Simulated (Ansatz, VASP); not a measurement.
One calculation of Al2O3, two programs

INCAR

```
PREC = Accurate
ENCUT = 520
EDIFF = 1E-6
ISMEAR = -1
SIGMA = 0.02
LREAL = False
LASPH = True
NELM = 100
ALGO = Normal
ISIF = 2
LWAVE = False
LCHARG = False
GGA = PE
NBANDS = 35
```

Contents of KPOINTS:

```
Automatic mesh
0
Gamma
  6 6 6
```

POSCAR

```
Al2O3
1.0
    2.3793614130      1.3737249524      4.4182258683
   -2.3793614130      1.3737249524      4.4182258683
    0.0000000000     -2.7474499045      4.4182258684
Al O
4 6
Direct
    0.8513773476      0.8513773476      0.8513773476
    0.3513773476      0.3513773476      0.3513773476
    0.1486226524      0.1486226524      0.1486226524
    0.6486226524      0.6486226524      0.6486226524
    0.4432864559      0.0567135441      0.7500000000
    0.0567135441      0.7500000000      0.4432864559
    0.5567135441      0.9432864559      0.2500000000
    0.2500000000      0.5567135441      0.9432864559
    0.9432864559      0.2500000000      0.5567135441
    0.7500000000      0.4432864559      0.0567135441
```

Input for Ansatz:

```yaml
crystal:
  lattice:
    - [2.379361413, 1.3737249524, 4.4182258683]
    - [-2.379361413, 1.3737249524, 4.4182258683]
    - [0.0, -2.7474499045, 4.4182258684]
  atoms:
    - { symbol: Al, position: [0.8513773476, 0.8513773476, 0.8513773476] }
    - { symbol: Al, position: [0.3513773476, 0.3513773476, 0.3513773476] }
    - { symbol: Al, position: [0.1486226524, 0.1486226524, 0.1486226524] }
    - { symbol: Al, position: [0.6486226524, 0.6486226524, 0.6486226524] }
    - { symbol: O, position: [0.4432864559, 0.0567135441, 0.75] }
    - { symbol: O, position: [0.0567135441, 0.75, 0.4432864559] }
    - { symbol: O, position: [0.5567135441, 0.9432864559, 0.25] }
    - { symbol: O, position: [0.25, 0.5567135441, 0.9432864559] }
    - { symbol: O, position: [0.9432864559, 0.25, 0.5567135441] }
    - { symbol: O, position: [0.75, 0.4432864559, 0.0567135441] }
kpoints:
  mp_grid: { grid: [6, 6, 6] }
  band_path:
    path:
      - [0.0, 0.0, 0.0]
      - [0.5, 0.5, 0.5]
      - [0.7662811645, 0.2337188355, 0.5]
      - [0.5, -0.2337188355, 0.2337188355]
      - [0.5, 0.0, 0.0]
      - [0.3668594178, -0.3668594178, 0.0]
      - [0.6331405822, 0.0, 0.3668594178]
      - [0.5, 0.0, 0.5]
      - [-0.083333, -0.083333, -0.010417]
    npoints: 1
hamiltonian:
  xc: pbe
scf:
  occupations: { method: fermi_dirac, width: 0.02 }
  n_extra_bands: 6
output:
  forces: true
  stress: true
  eigenvalues: true
```

Change from the starting cell: uniaxial_z strain +2.0%.

Alike in both runs: task single point; functional PBE; k mesh 6 × 6 × 6; occupations fermi-dirac, width 0.02 eV; no spin polarisation.

|  | VASP | Ansatz |
| --- | --- | --- |
| version | VASP 6.6.1 | Ansatz 0.2.0 |
| potentials or method | VASP PAW PBE potentials, release 64 (Al, O) | plane waves, PAW |
| plane-wave cutoff (eV) | 520 | 420 |
| valence electrons in the cell | 48 | 48 |

VASP gave:

```
gap on the k mesh at the Fermi level (eV)       : 5.98
pressure (GPa)                                  : 2.6
largest component of the traceless stress (GPa) : 5.12
rms of the force components (eV/Å)              : 0.013
```

Problem. Estimate Ansatz's values.

Solution. gap on the k mesh at the Fermi level (eV): 5.98; pressure (GPa): 2.8; largest component of the traceless stress (GPa): 5.08; rms of the force components (eV/Å): 0.012.

Atom by atom the forces differ by 0.001 eV/Å (rms over components).
